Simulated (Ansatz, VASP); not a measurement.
Two plane-wave programs on GaN

```xyz
4
Lattice="3.2109 0.0000 0.0000 -1.6054 2.7807 0.0000 0.0000 0.0000 5.2902" Properties=species:S:1:pos:R:3 pbc="T T T"
Ga    0.0000    1.8538    3.9676
Ga    1.6054    0.9269    1.3225
N     0.0000    0.0000    0.0000
N     0.0000    0.0000    2.6451
```

Alike in both runs: task single point; functional PBE; k mesh 6 × 6 × 4; occupations gaussian, width 0.1 eV; no spin polarisation.

```csv
,VASP,Ansatz
version,VASP 6.6.1,Ansatz 0.2.0
potentials or method,"VASP PAW PBE potentials, release 64 (Ga_d, N)","scalar-relativistic, plane waves, PAW"
plane-wave cutoff (eV),520,420
valence electrons in the cell,36,36
```

|  | VASP | Ansatz | Ansatz less VASP |
| --- | --- | --- | --- |
| gap on the k mesh at the Fermi level (eV) | none | none | - |
| pressure (GPa) | -14.4 | -14.8 | -0.39 |
| largest component of the traceless stress (GPa) | 9.15 | 9.14 | -0.012 |

A gap of «none» marks a metal or a gap that the smearing closes.

Caveats: the k mesh is coarse (spacing up to 0.38 Å⁻¹), so the values aren't converged.
